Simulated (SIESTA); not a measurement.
Cu:

```
Cu
1.0
     0.00000    1.80750    1.80750
     1.80750    0.00000    1.80750
     1.80750    1.80750    0.00000
Cu
1
Direct
  0.00000 0.00000 0.00000
```

Program: SIESTA 5.4.2. Alike in all runs: task band structure; no spin polarisation; cell as given; k mesh 13 × 13 × 13; smearing fermi-dirac 0.05 eV; grid cutoff 800 Ry; energy shift 0.003 Ry.

Order these runs on this cell by their pressure, lowest first.
A. level revPBE; potentials or basis PseudoDojo 0.4 standard (PBE files), DZP (energy shift 0.003 Ry; two zetas on semicore shells)
B. level PBE; potentials or basis PseudoDojo 0.4 standard (PBE files), DZP (energy shift 0.003 Ry; two zetas on semicore shells)
C. level BLYP; potentials or basis PseudoDojo 0.4 standard (PBE files), DZP (energy shift 0.003 Ry; two zetas on semicore shells)
D. level WC; potentials or basis PseudoDojo 0.4 standard (PBEsol files), DZP (energy shift 0.003 Ry; two zetas on semicore shells)
E. level LDA; potentials or basis PseudoDojo 0.4 standard (LDA files), DZP (energy shift 0.003 Ry; two zetas on semicore shells)

E (-13.4 GPa), D (-6.8 GPa), B (1.1 GPa), A (5.4 GPa), C (7.5 GPa).

Caveats: short orbitals over semicore shells can move pressures by several GPa; the basis of atomic orbitals isn't converged, which shifts pressures, moduli and gaps; the potentials were made for another functional, which shifts forces and pressure (some runs).
